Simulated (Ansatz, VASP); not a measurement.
## NaHF2 in VASP and in Ansatz

```xyz
4
Lattice="1.7391 1.0041 4.5773 -1.7391 1.0041 4.5773 0.0000 -2.0081 4.5773" Properties=species:S:1:pos:R:3 pbc="T T T"
Na    0.0000    0.0000    0.0000
H     0.0000    0.0000    6.8659
F     0.0000    0.0000    5.7239
F     0.0000    0.0000    8.0080
```

Alike in both runs: task single point; functional PBEsol; k mesh 8 × 8 × 8; no spin polarisation.

|  | VASP | Ansatz |
| --- | --- | --- |
| version | VASP 6.6.1 | Ansatz 0.2.0 |
| potentials or method | VASP PAW PBE potentials, release 64 (Na_pv, H, F) | PAW with Ansatz's default frozen-core files, scalar-relativistic |
| plane-wave cutoff (eV) | 520 | 420 |
| occupations | gaussian, width 0.01 eV | fixed |
| valence electrons in the cell | 22 | 24 |

```tsv
	VASP	Ansatz	Ansatz less VASP
gap on the k mesh at the Fermi level (eV)	6.88	6.90	+0.023
pressure (GPa)	0.0	0.0	+0.03
largest component of the traceless stress (GPa)	0.41	0.01	-0.400
rms of the force components (eV/Å)	0.026	0.000	-0.0255
```

Atom by atom the forces differ by 0.026 eV/Å (rms over components). The two sets of potentials don't hold the same shells in valence.

Caveats: the PAW data sets were made with another functional, which shifts forces and pressure a little (VASP). A k mesh can miss the band edges.
